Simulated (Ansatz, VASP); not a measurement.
## One calculation of Ag, two programs

```
CELL_PARAMETERS angstrom
0.00000 2.03627 2.03627
2.03627 0.00000 2.03627
2.03627 2.03627 0.00000
ATOMIC_POSITIONS crystal
Ag 0.00000 0.00000 0.00000
```

Change from the starting cell: volume scaled by 0.99, crystal datasets.

Alike in both runs: task electric field gradients; functional PBE; k mesh 15 × 15 × 15; occupations fermi-dirac, width 0.05 eV; no spin polarisation.

```csv
,VASP,Ansatz
version,VASP 6.6.1,Ansatz 0.2.0
potentials or method,"VASP PAW PBE potentials, release 64 (Ag), cutoff 520 eV","all-electron PAW with datasets made for the crystal, scalar-relativistic"
```

Ansatz gave:

- pressure (GPa): 5.7
- Vzz of the field gradient on the site that differs most (V/Å²): 0.0

Problem. Which values does VASP return?

Solution. Pressure (GPa): 5.6; Vzz of the field gradient on the site that differs most (V/Å²): 0.0.

Ansatz ran all-electron here, so the differences hold the error of VASP's frozen core and of both bases. Ansatz warned: «gradients_without_spin_orbit».
